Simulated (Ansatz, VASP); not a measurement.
One calculation of MgI2, two programs

```xyz
3
Lattice="4.1258 0.0000 0.0000 -2.0629 3.5731 0.0000 0.0000 0.0000 6.8159" Properties=species:S:1:pos:R:3 pbc="T T T"
Mg    0.0000    0.0000    0.0000
I     0.0000    2.3820    5.1640
I     2.0629    1.1910    1.6520
```

Change from the starting cell: volume scaled by 0.98, crystal datasets.

Alike in both runs: task electric field gradients; functional PBEsol; k mesh 7 × 7 × 4; occupations fermi-dirac, width 0.03 eV; no spin polarisation.

```csv
,VASP,Ansatz
version,VASP 6.6.1,Ansatz 0.2.0
potentials or method,"VASP PAW PBE potentials, release 64 (Mg, I), cutoff 520 eV","all-electron PAW with datasets made for the crystal, scalar-relativistic"
```

```tsv
	VASP	Ansatz	Ansatz less VASP
gap on the k mesh at the Fermi level (eV)	3.47	3.49	+0.016
pressure (GPa)	0.4	0.4	+0.02
largest component of the traceless stress (GPa)	0.25	0.24	-0.005
rms of the force components (eV/Å)	0.029	0.030	+0.0011
Vzz of the field gradient on the site that differs most (V/Å²)	-49.0	-50.6	-1.60
```

Atom by atom the forces differ by 0.001 eV/Å (rms over components). Ansatz ran all-electron here, so the differences hold the error of VASP's frozen core and of both bases. Ansatz warned: «gradients_without_spin_orbit».

Caveats: the PAW data sets were made with another functional, which shifts forces and pressure a little (VASP); spin-orbit coupling is left out, which moves the levels of the heavy elements; an odd mesh through Γ misses points on the zone boundary, where band edges often lie; this functional lacks dispersion, which binds the layers, so the pressure and a relaxed spacing across them are unreliable.
